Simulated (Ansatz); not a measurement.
## Optical response of TiO2 (Anatase)

Aim: the dielectric function of TiO2 (Anatase), and the optical constants that follow from it.

Main program and level: Ansatz 0.2.0; DFT, PBE, plane-wave PAW, default files, scalar-relativistic, independent-particle optical response without local fields.

**What experiment says.**

“Part I: determination of a structure/property transformation mechanism responsible for changes in the point of zero change of anatase titania with decreasing particle size” (2024, pmc:11477903) reports for TiO2, anatase, by UV-VIS-NIR reflection spectroscopy (commercial powder, mean particle diameter 143 nm, hand pressed, 300 K): band gap (indirect optical gap from reflection cut-off wavelength, 143 nm …) 3.261 eV [Gap from reflection cut-off wavelength, not a Tauc fit; hand-pressed powder; same powder …].

**1. Starting point**

The structure is tetragonal, space group I4_1/amd (No. 141). The conventional cell has a = 3.784 Å, b = 3.784 Å, c = 9.515 Å, α = 90.00°, β = 90.00°, γ = 90.00°. Ti has 6 O at 1.93 to 1.98 Å nearest. Nearest to O lie 3 Ti at 1.93 to 1.98 Å. Farther neighbours and most contacts between anions are not listed.

**2. Ground state and bands**

The self-consistent density comes first; it also tells whether there is a gap, which decides the occupations and the need for a Drude term.

This step: DFT, PBE, plane-wave PAW, default files, scalar-relativistic, ground state (Ansatz 0.2.0).

input.yaml reads:

```yaml
crystal:
  lattice:
    - [-1.8921, 1.8921, 4.7573]
    - [1.8921, -1.8921, 4.7573]
    - [1.8921, 1.8921, -4.7573]
  atoms:
    - { symbol: Ti, position: [0.75, 0.25, 0.5] }
    - { symbol: Ti, position: [0.0, 0.0, 0.0] }
    - { symbol: O, position: [0.7919, 0.7919, 0.0] }
    - { symbol: O, position: [0.5419, 0.0419, 0.5] }
    - { symbol: O, position: [0.9581, 0.4581, 0.5] }
    - { symbol: O, position: [0.2081, 0.2081, 0.0] }
kpoints:
  mp_grid: { grid: [8, 8, 8] }
  band_path:
    path:
      - [[0.0, 0.0, 0.0], [0.0, 0.0, 0.5], [-0.07909283, 0.07909283, 0.5], [-0.28954641, 0.28954641, 0.28954641], [0.0, 0.0, 0.0], [0.5, 0.5, -0.5], [0.28954641, 0.71045359, -0.28954641], [0.0, 0.5, 0.0], [0.25, 0.25, 0.25], [0.5, 0.5, -0.07909283], [0.5, 0.5, -0.5]]
      - [[0.0, 0.0, 0.5], [0.25, 0.25, 0.25]]
    npoints: 6
scf:
  occupations: { method: fermi_dirac, width: 0.05 }
  n_extra_bands: 10
hamiltonian:
  xc: pbe
  pseudopotentials: { kind: paw }
output:
  forces: true
  stress: true
  populations: true
  write_bands: true
  write_density: true
  write_potential: true
  elf: true
  volumetric_format: npy
```

Command:

```sh
$ ansatz run input.yaml --threads 4 --pin off --max-ram 8192MiB --backend cpu --events-out ev --progress --plain --runs-dir out
```

Numbers of over 12 decimals in the logs are rounded to 6 here.

The log of the run:

```text
scf.n_extra_bands = 10 over 24 filled bands (N_el = 48.0): the run solves 34 bands
Engine: ansatz 0.2.0, aarch64-unknown-linux-gnu
Pseudopotentials: kind: paw
Pseudopotential: Ti, paw, valence charge 12, recommended cutoff 420 eV (normal), Ti.paw.azcp
Pseudopotential: O, paw, valence charge 6, recommended cutoff 420 eV (normal), O.paw.azcp
Functional definition: PBE
  parameter kappa = 0.804
  parameter beta = 0.066725
  exchange = pbe_x(kappa = kappa, mu = beta*pi^2/3)
  correlation = pbe_c(beta = beta)
Crystal: 6 atoms, lattice volume = 68.125 Å³
Basis set: ecut = 420 eV, 1315 PW (Γ), exchange–correlation on 80×80×80 points (8 copies of the dense FFT grid, shifted against one another)
Bands: 34, of which v1, the nominal top of the filled ones, is band 24 counted from 1 (23 counted from 0)
Symmetry: 16 space group operations
Space group: I41/amd (ITA 141), of the structure as read, at distance tolerance 4.1e-5 Å
k-points: 59 of 512
Non-local potential: Ti, projectors of the file, l = 0: 3, l = 1: 2, l = 2: 3, l = 3: 1
Non-local potential: O, projectors of the file, l = 0: 2, l = 1: 2, l = 2: 1
PAW form: soft (Blöchl's): semilocal exchange-correlation on the pseudo side does not see the compensation charge
PAW one-centre angular grid: Ti, 590 points (default); XC on 64 Gauss nodes
PAW one-centre angular grid: O, 110 points (default); XC on 64 Gauss nodes
Initial density: superposition of atomic densities (neutral atoms: chi_scale 0, normalization atom), corrected by the library's trained network
Initial wavefunctions: pseudopotential atomic-orbital guess
Functional: x = pbe(κ = 0.804, μ = 0.219515), c = pbe(β = 0.066725)
SCF iter   1: F=—  HF=-7277.469227 eV  |F-HF|=—  |Δ(HF+E_count)|=         —  Δρ=3.44e-3  dr2=3.11e-3  ethr=1.77e-3  ⟨swp⟩=6.0  Hψ=8537  notcnv=0  defer=4
preconditioner: auto → none  [insulator: Δε(μ)=2.180 eV  Ē_g=10.768 eV  σ=0.050 eV  W_gap=1.00  n_scr=14 (ndim 8)  ℏωp=25.4 eV  f_vac=0.102  D(μ)=0.00/eV (n_scr^D=0)  ε∞_Penn≈6.6]
SCF iter   2: F=—  HF=-7277.470802 eV  |F-HF|=—  |Δ(HF+E_count)|=   1.57e-3  Δρ=2.58e-3  dr2=3.32e-3  ethr=6.48e-6  ⟨swp⟩=2.3  Hψ=3766  notcnv=0  defer=213
SCF iter   3: F=—  HF=-7277.470698 eV  |F-HF|=—  |Δ(HF+E_count)|=   1.04e-4  Δρ=1.46e-3  dr2=1.00e-3  ethr=6.48e-6  ⟨swp⟩=2.0  Hψ=2920  notcnv=0  defer=213
SCF iter   4: F=—  HF=-7277.470812 eV  |F-HF|=—  |Δ(HF+E_count)|=   1.14e-4  Δρ=6.54e-4  dr2=1.88e-4  ethr=2.09e-6  ⟨swp⟩=2.0  Hψ=2022  notcnv=0  defer=213
SCF iter   5: F=—  HF=-7277.470849 eV  |F-HF|=—  |Δ(HF+E_count)|=   3.79e-5  Δρ=1.42e-4  dr2=8.64e-6  ethr=3.92e-7  ⟨swp⟩=2.3  Hψ=2390  notcnv=0  defer=213
SCF iter   6: F=—  HF=-7277.470786 eV  |F-HF|=—  |Δ(HF+E_count)|=   6.30e-5  Δρ=1.32e-5  dr2=3.21e-8  ethr=2.08e-10  ⟨swp⟩=10.1  Hψ=13803  notcnv=0
SCF iter   7: F=-7277.470787 eV  HF=-7277.470787 eV  |F-HF|=2.30e-9  |Δ(HF+E_count)|=   7.09e-8  Δρ=2.14e-6  dr2=2.83e-9  ethr=6.69e-11  ⟨swp⟩=5.8  Hψ=10705  notcnv=0
SCF 1 converged in 7 iterations: F = -7277.470787 eV  dr2 = 2.83e-9
  greatest PAW one-centre occupation: 0.999 electrons in one spin orbital (limit 2), on the Ti atom at site 1 (counted from 0), in its partial waves of l = 0
NSCF: frozen V_eff on 68 k-points
SCF converged after 7 iterations
Free energy (F): -7277.470787 eV
Harris-Foulkes:  -7277.470787 eV  (|F-HF|=2.30e-9)
Internal energy: -7277.470787 eV  (E = F + TS)
E sigma→0 (E₀):  -7277.470787 eV
Fermi energy:    8.435992 eV
--- Per-component energies (eV) ---
  E_band       = -455.208182
  E_kinetic    = 1248.479849
  E_local      = -3570.335739  (includes V_loc(G=0)·N_el)
  E_nonlocal   = 196.560074
  E_hartree    = 1385.285640
  E_xc         = -492.965233
  E_vxc        = -624.309506  (∫ρ·V_xc dr)
  E_paw        = -2722.309885  (= ΣΔE_a)
  E_vpaw       = -476.186024  (= ΣTr[D̂ρ^β])
  E_aug_tail   = 0.010058  (compensation charges beyond the density's cutoff)
  E_ewald      = -3322.195552
  E_smearing   = -0.000000  (= −TS)
  E_closure    = 0.000000  (closes the sum)
  Σ components = -7277.470787   (vs F -7277.470787, Δ=0.00e0)
--- Forces (eV/Å), atoms counted from 1 ---
  atom   1  Ti     0.00000000     0.00000000     0.00000000
  atom   2  Ti    -0.00000000     0.00000000    -0.00000000
  atom   3  O      0.00000000    -0.00000000    -0.10210264
  atom   4  O     -0.00000000     0.00000000    -0.10210264
  atom   5  O      0.00000000     0.00000000     0.10210264
  atom   6  O      0.00000000     0.00000000     0.10210264
  max |Σ_I F_I| component: 4.34e-18 eV/Å
--- Stress (GPa, compression-positive) ---
        4.738803      -0.000000       0.000000
       -0.000000       4.738803       0.000000
        0.000000      -0.000000       6.028943
  P = ⅓ Tr σ = 5.1688 GPa (51.688 kbar)
--- Band table (eV; the first three rows and the last of 59) ---
  k-point 0: bands = [... 20 lower, 6.5768, 6.5768, 6.8602, 6.8602, 9.4571, 10.1979, 11.3381, 11.3381, ... 6 higher]
  k-point 1: bands = [... 20 lower, 6.2459, 6.2518, 6.6209, 7.0270, 10.0699, 10.2790, 10.7823, 11.1138, ... 6 higher]
  k-point 2: bands = [... 20 lower, 5.4957, 6.3712, 6.7340, 7.0822, 10.3252, 10.4758, 10.8550, 11.0811, ... 6 higher]
  k-point 58: bands = [... 20 lower, 6.0736, 6.0736, 7.2096, 7.2096, 9.8145, 9.8145, 11.1182, 11.1182, ... 6 higher]
--- Löwdin populations: 6 sites ---
  site symbol       q [e]
     0     Ti     10.6433
     1     Ti     10.6433
     2      O      6.6388
     3      O      6.6388
     4      O      6.6388
     5      O      6.6388
  spilling = 0.003300 (of n_electrons = 48.000000)
```

Elapsed: 4.2 s, on 4 threads of Arm Neoverse V1, shared host; peak memory 0.46 GiB; 16 s of CPU time.

This step gave:

| Item | Value |
| --- | --- |
| free energy | -7277.4708 eV |
| Fermi energy | 8.436 eV |
| gap by band count | 2.165 eV |
| electrons | 48 |
| symmetry operations | 16 |
| pressure | 5.169 GPa |
| gap on the k-mesh | 2.165 eV |
| volume | 68.13 Å³ |
| gap on the path | 2.125 eV |
| least direct gap on the path | 2.463 eV |

There is a gap, 2.12 eV on the path, so no carriers' term is needed. The cell is left with a pressure of 5.2 GPa and forces up to 0.10 eV/Å, as it stands unrelaxed at this level.

Electronic bands along the path, in eV, zero at the Fermi level; v1 is the highest filled band, c1 the lowest empty one:

| point | v4 | v3 | v2 | v1 | c1 | c2 | c3 | c4 |
| --- | --- | --- | --- | --- | --- | --- | --- | --- |
| Γ | -1.86 | -1.86 | -1.58 | -1.58 | 1.02 | 1.76 | 2.90 | 2.90 |
| halfway | -2.94 | -2.06 | -1.70 | -1.35 | 1.89 | 2.04 | 2.42 | 2.65 |
| X | -3.16 | -3.16 | -1.15 | -1.15 | 2.26 | 2.26 | 2.73 | 2.73 |
| halfway | -3.12 | -3.12 | -1.16 | -1.16 | 2.25 | 2.25 | 2.72 | 2.72 |
| Y | -3.00 | -3.00 | -1.19 | -1.19 | 2.23 | 2.23 | 2.67 | 2.67 |
| halfway | -2.95 | -2.16 | -1.60 | -1.51 | 2.06 | 2.10 | 2.53 | 2.65 |
| S | -2.29 | -2.04 | -2.01 | -1.92 | 2.12 | 2.39 | 2.48 | 2.53 |
| halfway | -2.59 | -2.02 | -1.92 | -1.67 | 2.03 | 2.22 | 2.24 | 2.54 |
| Γ | -1.86 | -1.86 | -1.58 | -1.58 | 1.02 | 1.76 | 2.90 | 2.90 |
| halfway | -2.17 | -2.17 | -1.34 | -1.34 | 1.12 | 1.65 | 2.74 | 2.74 |
| Z | -2.36 | -2.36 | -1.23 | -1.23 | 1.38 | 1.38 | 2.68 | 2.68 |
| halfway | -2.41 | -1.81 | -1.71 | -1.66 | 1.64 | 2.11 | 2.32 | 2.45 |
| S1 | -2.29 | -2.04 | -2.01 | -1.92 | 2.12 | 2.39 | 2.48 | 2.53 |
| halfway | -2.60 | -2.07 | -1.93 | -1.85 | 2.16 | 2.42 | 2.49 | 2.57 |
| N | -3.07 | -2.06 | -1.94 | -1.74 | 2.15 | 2.46 | 2.48 | 2.58 |
| halfway | -2.99 | -2.07 | -1.70 | -1.46 | 2.06 | 2.19 | 2.59 | 2.62 |
| P | -2.69 | -2.69 | -1.35 | -1.35 | 2.48 | 2.48 | 2.52 | 2.52 |
| halfway | -2.99 | -2.78 | -1.28 | -1.22 | 2.30 | 2.34 | 2.63 | 2.68 |
| Y1 | -3.00 | -3.00 | -1.19 | -1.19 | 2.23 | 2.23 | 2.67 | 2.67 |
| halfway | -2.19 | -2.19 | -1.63 | -1.63 | 1.96 | 1.96 | 2.45 | 2.45 |
| Z | -2.36 | -2.36 | -1.23 | -1.23 | 1.38 | 1.38 | 2.68 | 2.68 |
| jump to X | -3.16 | -3.16 | -1.15 | -1.15 | 2.26 | 2.26 | 2.73 | 2.73 |
| halfway | -2.90 | -2.90 | -1.24 | -1.24 | 2.33 | 2.33 | 2.67 | 2.67 |
| P | -2.69 | -2.69 | -1.35 | -1.35 | 2.48 | 2.48 | 2.52 | 2.52 |

ELF in the ac plane of the conventional cell at fractional y = 0.000, with atoms of Ti and O within 0.2 Å of it. It is the smooth field of the valence electrons, not physical close to the nuclei.

Ten even steps from '_' (0.01) to '@' (0.81), each cell a mean:
```
==**++::##@@##++%%@@==--**++
**==::::##@@%%##%%@@++..--++
++==::..==**%%%%##**::::--==
@@@@%%--..::--==--....++%%@@
++%%@@++::==******--::##@@##
##@@@@====**--..++**--**@@%%
@@@@**::==##++==****::--%%@@
**++::__..==++**++--__..--++
..____..--==++++====::____..
____..++%%@@@@@@@@@@##--____
____::**@@@@##++%%@@%%++..__
____..**@@@@%%##@@@@%%==____
______--**%%@@@@@@%%++..____
________::==++**++--..______
____________......__________
--::..__________________::::
%%##**--____________..==**%%
@@@@@@**::________..==%%@@@@
++%%@@%%==..______::**@@@@##
##@@@@%%==..______::**@@@@%%
%%%%##++::________..--**%%%%
==--::..__..::::::..__..--==
****==..::++##%%##==..::++**
..++##::++@@@@@@@@%%--==##--
```

Electrostatic potential energy in the ac plane of the conventional cell at fractional y = 0.000, with atoms of Ti and O within 0.2 Å of it. With pseudopotentials it is smooth inside the atoms' cores, unlike the true potential.

Ten even steps from '_' (-36 eV) to '@' (14 eV), each cell a mean:
```
__..::++**::______==##==::..
----++####--____..++%%**==--
####%%%%%%##**++**%%%%%%%%##
::==##%%%%**++++**##%%%%**--
____==##++--....::==**##::__
__..++##--..____..::++##--__
**##%%##==::..__..::++%%%%##
@@@@@@%%**==------++##%%@@@@
@@@@@@@@%%%%######%%%%@@@@@@
@@@@@@@@@@**--::==##@@@@@@@@
@@@@@@@@%%::______==@@@@@@@@
@@@@@@@@%%==..__..**@@@@@@@@
@@@@@@@@@@%%##**##@@@@@@@@@@
@@@@@@@@@@@@@@@@@@@@@@@@@@@@
@@@@@@@@@@@@@@@@@@@@@@@@@@@@
@@@@@@@@@@@@@@@@@@@@@@@@@@@@
@@@@@@@@@@@@@@@@@@@@@@@@@@@@
--++%%@@@@@@@@@@@@@@@@@@##==
____==@@@@@@@@@@@@@@@@%%::__
__..**@@@@@@@@@@@@@@@@%%==__
++**%%@@@@@@@@@@@@@@@@@@%%**
++**##%%@@@@@@@@@@@@%%%%**++
..::==**%%@@@@@@@@@@%%++--..
__..::++##**==--++####--..__
```

(Part 1 of 2 ends here.)

[Logs are printed without paths, hosts, clocks, repeated set-up lines and the standing remarks that a program may print on its own settings, such as how far it seeks lower states.]

[Hosts, paths, dates, database ids (printed as entryN), source tags and the programs' standing remarks are cut or masked in the printed files.]
